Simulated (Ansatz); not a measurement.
# 1T-PtSTe monolayer in a perpendicular field

Aim: how the 1T-PtSTe monolayer screens a field along its normal, and what the field does to its bands. A positive field points along +c.

Calculated with Ansatz 0.2.0; plane-wave DFT, PBEsol-D3(BJ), Ansatz PAW, in the first sound run; inputs show where later runs differ.

This is a report of a sequence of runs, with most program output left out.

## Step 1: The structure

The cell holds 3 atoms: 1 Te, 1 Pt and 1 S. Its edges and angles: a = 3.795 Å, b = 3.795 Å, c = 35.638 Å, α = 90.0°, β = 90.0°, γ = 120.0°. Vacuum lies along c.

## Step 2: Relaxing the slab

The starting cell is a guess, so the in-plane lattice and the atoms are relaxed first, with the slab cut off from its images along the normal.

File input.yaml:

```yaml
crystal:
  lattice:
    - [3.795, 0.0, 0.0]
    - [-1.8975, 3.2865664074, 0.0]
    - [0.0, 0.0, 35.638276561]
  atoms:
    - { symbol: Te, position: [0.6666666667, 0.3333333333, 0.4671943092] }
    - { symbol: Pt, position: [0.0, 0.0, 0.5077083158] }
    - { symbol: S, position: [0.3333333333, 0.6666666667, 0.5328056908] }
  periodic: [true, true, false]
kpoints:
  mp_grid: { grid: [12, 12, 1] }
hamiltonian:
  xc: pbesol
  dispersion: d3bj
scf:
  occupations: { method: fermi_dirac, width: 0.05 }
  convergence: { dr2_threshold: 1.0e-09 }
relax:
  f_tol: 0.004
  max_steps: 90
  cell: {}
output:
  write_potential: true
  write_density: true
  volumetric_format: npy
```

Launch:

```console
ansatz run input.yaml --threads 2 --pin off --max-ram 3072MiB --backend cpu --events-out ev --progress --plain --runs-dir out
```

The job ended after 92 s (2 threads of Intel Xeon Platinum 8259CL at 2.50GHz (Skylake/Cascade Lake), shared host; peak memory 0.92 GiB; 2.9 min of CPU time).

Step by step:

| step | energy less that of the first step (eV) | largest force component (eV/Å) | volume (Å³) |
| --- | --- | --- | --- |
| 1 | 0.0000 | 2.2305 | 444.50 |
| 2 | -0.3042 | 0.2552 | 437.39 |
| 3 | -0.3106 | 0.3593 | 430.63 |
| 4 | -0.3173 | 0.0361 | 428.59 |
| 5 | -0.3176 | 0.0022 | 427.14 |
| 6* | -0.3170 | 0.0022 | 427.14 |

Relaxation steps marked * repeat the geometry before them on a plane-wave basis chosen anew for their cell, so energy and pressure can jump there.

The run keeps the 6 symmetry operations that it works with, so distortions that break them were not tested.

```
cell as run  before  after  change
      a (Å)   3.795  3.720  -2.0 %
      b (Å)   3.795  3.720  -2.0 %
```

The atoms that moved most (Å, along periodic axes as changes of fractional coordinates times the final cell, across vacuum about the mean position):

| atom | dx | dy | dz | length |
| --- | --- | --- | --- | --- |
| S3 | 0.000 | 0.000 | 0.199 | 0.199 |
| Te1 | 0.000 | 0.000 | -0.105 | 0.105 |
| Pt2 | 0.000 | 0.000 | -0.094 | 0.094 |

The relaxed structure:

```
Te Pt S
1.0
     3.72015    0.00000    0.00000
    -1.86007    3.22174    0.00000
     0.00000    0.00000   35.63828
Te Pt S
1 1 1
Direct
  0.66667 0.33333 0.46424
  0.00000 0.00000 0.50508
  0.33333 0.66667 0.53839
```

The lattice constant a goes from 3.795 to 3.720 Å.

## Step 3: Single point, field 0

A sawtooth potential applies the field, turning back in the middle of the vacuum. With the dipole correction the typed value is the field outside the slab. The induced dipole is small, so the SCF threshold is tight.

The cell differs from the one that the last finished run ended in (c 35.638 → 20.642 Å).

File input.yaml:

```yaml
crystal:
  lattice:
    - [3.7201473323, 0.0, 0.0]
    - [-1.8600736661, 3.2217420956, 0.0]
    - [0.0, 0.0, 20.6423493926]
  atoms:
    - { symbol: Te, position: [0.6666666667, 0.3333333333, 0.4359968833] }
    - { symbol: Pt, position: [0.0, 0.0, 0.5065051444] }
    - { symbol: S, position: [0.3333333333, 0.6666666667, 0.5640031167] }
kpoints:
  mp_grid: { grid: [12, 12, 1] }
  band_path:
    path: [[0, 0, 0], [0.5, 0, 0], [0.33333333, 0.33333333, 0], [0, 0, 0]]
    npoints: 16
hamiltonian:
  xc: pbesol
  dispersion: d3bj
scf:
  occupations: { method: fermi_dirac, width: 0.02585 }
  convergence: { dr2_threshold: 1.0e-10 }
efield:
  axis: 3
  dipole_correction: true
  ramp_position: 0.97
  ramp_width: 0.06
  amplitude: 0
output:
  dos: { projected: true, e_range: [-6, 5] }
  bader: true
  write_potential: true
  write_density: true
  volumetric_format: npy
  elf: true
```

Run time: 35 s. Hardware: 2 threads; peak memory 0.75 GiB; 69 s of CPU time.

This step gave:

```
dipole along the normal            : -0.09730 e·Å
gap along the path                 : 0.8200 eV
smallest direct gap along the path : 1.301 eV
step between the vacuum levels     : 1.469 eV
ionisation energy, upper face      : 6.237 eV
electron affinity, upper face      : 5.417 eV
ionisation energy, lower face      : 4.768 eV
gap, the smaller of path and mesh  : 0.8200 eV
```

Running mean over a fixed 2.7 Å (it still follows the layers) of the planar mean; the ramp of the sawtooth is left out. Table of electron's electrostatic potential energy less the Fermi level by z:

z (Å), electron's electrostatic potential energy less the Fermi level (eV) and a bar from the least value:
```
      3.0       4.34 ###########################
      3.5       4.34 ###########################
      4.0       4.33 ###########################
      4.5       4.33 ###########################
      5.0       4.33 ###########################
      5.5       4.31 ###########################
      6.0       4.25 ###########################
      6.5       3.98 ##########################
      7.0       3.03 ########################
      7.5       1.84 ######################
      8.0       0.85 ####################
      8.5      -1.14 ###############
      9.0      -3.90 ##########
      9.5      -6.41 ####
     10.0      -7.57 ##
     10.5      -8.44 
     11.0      -8.04 #
     11.5      -5.60 ######
     12.0      -2.28 #############
     12.5       0.74 ###################
     13.0       3.06 ########################
     13.5       4.83 ############################
     14.0       5.59 ##############################
     14.5       5.76 ##############################
     15.0       5.79 ##############################
     15.5       5.80 ##############################
     16.0       5.80 ##############################
     16.5       5.80 ##############################
     17.0       5.80 ##############################
     17.5       5.80 ##############################
```

The density of states has structure finer than the step of the table below, so its rows give means over 0.25 eV, whole bins alone (the curve runs from -6 to 2.38 eV). Peaks (eV: height): -5.970: 10.4, -5.610: 9.64, -5.120: 7.87, -3.020: 26.4, -0.460: 29.8, 0.920: 8.04, 1.770: 10.4.

Table of density of states by energy, zero at the Fermi level of the run, which the smearing sets inside the gap; means over each step:

```
energy (eV)  density of states (states/eV a cell)
      -5.75                                  3.81
      -5.50                                  5.21
      -5.25                                  4.17
      -5.00                                  2.67
      -4.75                                 0.804
      -4.50                                  4.50
      -4.25                                  1.95
      -4.00                                  4.45
      -3.75                                  2.64
      -3.50                                  1.46
      -3.25                                  1.27
      -3.00                                  6.17
      -2.75                                  2.86
      -2.50                                  1.59
      -2.25                                  2.60
      -2.00                                  2.86
      -1.75                                  1.78
      -1.50                                  2.81
      -1.25                                  3.34
      -1.00                                  2.11
      -0.75                                  1.85
      -0.50                                  5.00
      -0.25                                     0
       0.00                                     0
       0.25                               0.00178
       0.50                                 0.848
       0.75                                  1.76
       1.00                                  2.85
       1.25                                  1.26
       1.50                                  1.88
       1.75                                  4.47
       2.00                                  2.54
       2.25                                 0.528
```

Projected DOS per atom over height of the atomic layer and energy from the Fermi level. Layers: Te Pt S from below.

Values in states/eV, 22 rows by 3 columns, each cell a mean:
```
0.54 0.27 0.29
1.53 1.01 1.09
0.62 0.44 0.45
0.82 0.68 0.74
0.44 0.39 0.44
0.04 0.04 0.04
0.00 0.00 0.00
0.60 0.31 1.20
0.58 0.38 0.88
1.02 0.85 1.34
0.64 0.61 0.85
1.00 0.95 0.87
0.65 0.67 0.44
0.72 1.99 0.44
0.43 2.56 0.30
0.22 1.02 0.23
0.40 3.04 0.77
0.49 1.60 0.82
0.48 1.30 0.49
0.94 1.58 0.69
0.84 2.75 1.13
0.96 2.55 0.92
```
Columns: height of the atomic layer (Å) from 9 to 11.6 (not evenly spaced); rows upwards: energy from the Fermi level (eV) from -5.96 to 2.32.

Electronic bands along the path, in eV, zero at the Fermi level of the run, which the smearing sets inside the gap:

```
  point  band 17  band 18  band 19  band 20  band 21  band 22  band 23  band 24
      Γ    -2.31    -0.96    -0.45    -0.45     2.60     2.60     3.50     4.52
halfway    -2.95    -1.47    -0.93    -0.72     0.72     2.04     4.58     4.71
      M    -3.14    -2.75    -2.39    -1.92     1.75     2.13     3.57     5.13
halfway    -3.36    -2.87    -2.11    -1.45     0.91     1.84     4.28     6.46
      K    -3.68    -2.69    -1.93    -1.48     0.39     1.74     4.69     6.54
halfway    -3.02    -1.64    -1.45    -0.52     0.96     1.29     4.93     5.46
      Γ    -2.31    -0.96    -0.45    -0.45     2.60     2.60     3.50     4.52
```

ELF in the ca plane at fractional y = 0.000, with atoms of Pt within 0.2 Å of it. It is the smooth field of the valence electrons, not physical close to the nuclei.

Values, 6 rows by 16 columns, each cell a mean:
```
0.00 0.00 0.00 0.00 0.00 0.01 0.07 0.26 0.55 0.50 0.17 0.02 0.00 0.00 0.00 0.00
0.00 0.00 0.00 0.00 0.01 0.11 0.38 0.46 0.35 0.33 0.35 0.12 0.01 0.00 0.00 0.00
0.00 0.00 0.00 0.00 0.02 0.29 0.66 0.50 0.30 0.40 0.63 0.36 0.04 0.00 0.00 0.00
0.00 0.00 0.00 0.00 0.02 0.24 0.61 0.51 0.32 0.38 0.57 0.29 0.03 0.00 0.00 0.00
0.00 0.00 0.00 0.00 0.01 0.06 0.25 0.39 0.39 0.35 0.25 0.06 0.01 0.00 0.00 0.00
0.00 0.00 0.00 0.00 0.00 0.01 0.05 0.25 0.61 0.57 0.18 0.01 0.00 0.00 0.00 0.00
```
Columns run along c (16.0 Å, from fractional 0.08 to 0.86 of the cell), rows up along a (3.7 Å). Atoms in or near the plane, at fractional coordinates: Pt at (0.51, 0.00).

Electrostatic potential energy in the ca plane at fractional y = 0.000, with atoms of Pt within 0.2 Å of it. With pseudopotentials it is smooth inside the atoms' cores, unlike the true potential.

Ten even steps from '0' (-41 eV) to '9' (5 eV), each cell a mean:
```
99999999999999999840000489999999999999999999
99999999999999999872003799999999999999999999
99999999999999988887667899999999999999999999
99999999999999887788888889999999999999999999
99999999999999876678998888999999999999999999
99999999999999876678998888999999999999999999
99999999999999988888888899999999999999999999
99999999999999998875325899999999999999999999
99999999999999999850000689999999999999999999
99999999999999999830000489999999999999999999
```
Columns run along c (16.0 Å, from fractional 0.15 to 0.92 of the cell; values clipped at the 3rd and 97th percentile), rows up along a (3.7 Å). Atoms in or near the plane, at fractional coordinates: Pt at (0.51, 0.00).

Valence density in the ca plane at fractional y = 0.000, with atoms of Pt within 0.2 Å of it. It is the smooth field of the valence electrons, not physical close to the nuclei.

Values in units of 1e0 e/Å³, 6 rows by 16 columns, each cell a mean:
```
0.0 0.0 0.0 0.0 0.0 0.0 0.0 0.3 4.9 3.7 0.1 0.0 0.0 0.0 0.0 0.0
0.0 0.0 0.0 0.0 0.0 0.0 0.1 0.3 0.7 0.6 0.1 0.0 0.0 0.0 0.0 0.0
0.0 0.0 0.0 0.0 0.0 0.0 0.2 0.4 0.2 0.3 0.2 0.0 0.0 0.0 0.0 0.0
0.0 0.0 0.0 0.0 0.0 0.0 0.1 0.3 0.3 0.3 0.2 0.0 0.0 0.0 0.0 0.0
0.0 0.0 0.0 0.0 0.0 0.0 0.1 0.3 1.5 1.2 0.1 0.0 0.0 0.0 0.0 0.0
0.0 0.0 0.0 0.0 0.0 0.0 0.0 0.3 6.5 5.0 0.1 0.0 0.0 0.0 0.0 0.0
```
Columns run along c (16.0 Å, from fractional 0.08 to 0.86 of the cell), rows up along a (3.7 Å). Atoms in or near the plane, at fractional coordinates: Pt at (0.51, 0.00).

The gap is 0.82 eV, with the valence edge 6.24 eV and the conduction edge 5.42 eV under the upper vacuum level. Spin-orbit coupling, left out in this run, matters for the bands of elements this heavy.

## Step 4: Atoms held, field 0.05 V/Å

Changes to input.yaml since step 3:

```diff
@@ -25,6 +25,4 @@
   ramp_width: 0.06
-  amplitude: 0
+  amplitude: 0.05
 output:
-  dos: { projected: true, e_range: [-6, 5] }
-  bader: true
   write_potential: true
@@ -32,2 +30 @@
   volumetric_format: npy
-  elf: true
```

Elapsed: 14 s, on 2 threads; peak memory 0.7 GiB; 28 s of CPU time.

The dipole is -0.0807 e·Å, 0.0166 e·Å from its value without field, and the gap 0.815 eV.

## Step 5: Atoms held, field -0.05 V/Å

Changes to input.yaml since step 4:

```diff
@@ -25,3 +25,3 @@
   ramp_width: 0.06
-  amplitude: 0.05
+  amplitude: -0.05
 output:
```

Run time: 15 s. Hardware: 2 threads; peak memory 0.69 GiB.

The dipole is -0.114 e·Å, -0.0166 e·Å from its value without field, and the gap 0.825 eV.

## Step 6: Single point, field 0.1 V/Å

Changes to input.yaml since step 5:

```diff
@@ -25,3 +25,3 @@
   ramp_width: 0.06
-  amplitude: -0.05
+  amplitude: 0.1
 output:
```

Elapsed: 15 s, on 2 threads; peak memory 0.69 GiB.

The dipole is -0.0640 e·Å, 0.0333 e·Å from its value without field, and the gap 0.809 eV.

## Step 7: Single point, field 0.2 V/Å

Changes to input.yaml since step 6:

```diff
@@ -25,3 +25,3 @@
   ramp_width: 0.06
-  amplitude: 0.1
+  amplitude: 0.2
 output:
```

Wall time 15 s (2 threads); peak memory 0.69 GiB.

The dipole is -0.0307 e·Å, 0.0666 e·Å from its value without field, and the gap 0.799 eV.

## Step 8: Single point, field 0.3 V/Å

Changes to input.yaml since step 7:

```diff
@@ -25,4 +25,6 @@
   ramp_width: 0.06
-  amplitude: 0.2
+  amplitude: 0.3
 output:
+  dos: { projected: true, e_range: [-6, 5] }
+  bader: true
   write_potential: true
@@ -30 +32,2 @@
   volumetric_format: npy
+  elf: true
```

Elapsed: 39 s, on 2 threads; peak memory 0.71 GiB.

The dipole is 0.00273 e·Å, 0.100 e·Å from its value without field, and the gap 0.789 eV.

## Step 9: Response, atoms held

This step: plane-wave DFT, PBEsol-D3(BJ), Ansatz PAW; response to a field along the normal, atoms held (Ansatz 0.2.0).

The dipoles give the slope, and the difference of two potentials shows where the field is screened.

Numbers from this step:

```yaml
equivalent_conductor_thickness_p_eps_0ae: 5.020 Å
distance_between_the_outer_atoms: 2.642 Å
```

Table of dipole of the cell by applied field:

```
applied field (V/Å)  dipole of the cell (e·Å)
             -0.050                    -0.114
              0.000                   -0.0973
              0.050                   -0.0807
              0.100                   -0.0640
              0.200                   -0.0307
              0.300                   0.00273
```

Local field over the applied field, running mean. From the potentials at -0.05 and 0.05 V/Å; running mean over 2.5 Å. Local field over applied field against z:

```csv
z (Å),local field over applied field
4.01,0.998
4.44,0.996
4.87,0.991
5.30,0.980
5.73,0.956
6.16,0.908
6.59,0.823
7.02,0.700
7.45,0.557
7.88,0.407
8.31,0.264
8.74,0.144
9.17,0.0661
9.60,0.0286
10.03,0.0133
10.61,0.0267
11.04,0.0665
11.47,0.143
11.90,0.259
12.33,0.401
12.76,0.554
13.19,0.700
13.62,0.826
14.05,0.914
14.48,0.962
14.91,0.984
15.34,0.994
15.77,0.997
16.20,0.999
16.63,1.000
```

Electrons, planar mean, per unit field. Induced electron density against z:

```csv
z (Å),induced electron density (e/Å³ per V/Å)
4.01,6.8e-6
4.30,1.2e-5
4.73,3.0e-5
5.02,5.3e-5
5.45,1.2e-4
5.73,2.1e-4
6.02,3.6e-4
6.45,7.8e-4
6.74,0.00125
7.02,0.00191
7.45,0.00297
7.74,0.00325
8.17,0.00208
8.46,0.00108
8.74,0.00100
9.17,5.8e-4
9.46,3.2e-4
9.75,5.0e-6
10.18,-1.3e-4
10.46,-3.4e-4
10.89,4.9e-5
11.18,-4.4e-4
11.47,-0.00102
11.90,-0.00144
12.18,-0.00248
12.47,-0.00336
12.90,-0.00289
13.19,-0.00202
13.62,-9.7e-4
13.90,-5.6e-4
14.19,-3.2e-4
14.62,-1.3e-4
14.91,-7.1e-5
15.20,-3.8e-5
15.63,-1.5e-5
15.91,-7.7e-6
16.34,-2.9e-6
16.63,-1.5e-6
```

The smaller of the gaps on the path and on the k-mesh, counted as 0 under 0.03 eV. Table of gap by applied field:

```
applied field (V/Å)  gap (eV)
             -0.050     0.825
              0.000      0.82
              0.050     0.815
              0.100     0.809
              0.200     0.799
              0.300     0.789
```

By hand: between -0.05 and 0.05 V/Å the dipole changes by 0.03323 e·Å, a slope of 0.3323 e·Å²/V. A perfect conductor of thickness t has p = ε₀AEt, so t = 180.95 × 0.3323 / 11.985 = 5.02 Å (e/ε₀ = 180.95 V·Å, A in Å²).

The induced dipole is that of a conductor 5.02 Å thick.

## Step 10: With spin-orbit coupling

This step: plane-wave DFT, PBE, fully relativistic PAW with spin-orbit coupling (Ansatz 0.2.0).

Heavy atoms split their bands by spin-orbit coupling, so this run uses fully relativistic files and two-component states.

input.yaml, the sections that differ from step 8:

```yaml
hamiltonian:
  xc: pbe
  pseudopotentials: { kind: paw_fr }
magnetization:
  noncollinear: true
  spin_orbit: true
scf:
  occupations: { method: fermi_dirac, width: 0.02585 }
  convergence: { dr2_threshold: 1.0e-09 }
efield:
  axis: 3
  dipole_correction: true
  ramp_position: 0.97
  ramp_width: 0.06
  amplitude: 0
output:
  write_potential: true
  write_density: true
  volumetric_format: npy
# crystal, kpoints: as in step 8
```

The job ended after 78 s (2 threads; peak memory 1.4 GiB).

Numbers from this step:

```
dipole along the normal            : -0.1002 e·Å
gap along the path                 : 0.6454 eV
smallest direct gap along the path : 1.143 eV
step between the vacuum levels     : 1.514 eV
ionisation energy, upper face      : 6.049 eV
electron affinity, upper face      : 5.403 eV
ionisation energy, lower face      : 4.535 eV
gap, the smaller of path and mesh  : 0.6454 eV
```

Electronic bands along the path, in eV, zero at the Fermi level of the run, which the smearing sets inside the gap:

```
  point  band 37  band 38  band 39  band 40  band 41  band 42  band 43  band 44
      Γ    -0.69    -0.69    -0.34    -0.34     2.45     2.45     2.62     2.62
halfway    -1.26    -0.92    -0.75    -0.60     0.64     0.74     1.96     2.00
      M    -2.41    -2.41    -1.93    -1.93     1.71     1.71     2.06     2.06
halfway    -2.18    -2.12    -1.56    -1.42     0.83     0.90     1.75     1.84
      K    -2.00    -1.92    -1.60    -1.41     0.31     0.39     1.65     1.74
halfway    -1.63    -1.32    -0.72    -0.44     0.84     0.97     1.25     1.28
      Γ    -0.69    -0.69    -0.34    -0.34     2.45     2.45     2.62     2.62
```

The gap is 0.65 eV, with the valence edge 6.05 eV and the conduction edge 5.40 eV under the upper vacuum level.

(Continued in part 2 of 2.)

[Logs are printed without paths, hosts, clocks, repeated set-up lines and the standing remarks that a program may print on its own settings, such as how far it seeks lower states.]

[Hosts, paths, dates, database ids (printed as entryN), source tags and the programs' standing remarks are cut or masked in the printed files.]

[Maps of the electrostatic potential energy from Ansatz leave out the sawtooth potential of an applied field or a dipole correction, so their vacuum need not be flat; planar profiles and work functions include it.]

[The density of states shown here was stored with 400 of the rows of the run's finer table, so its peaks can read low, often by over a quarter, or be missed, and its means over a window can be off by a tenth or more.]
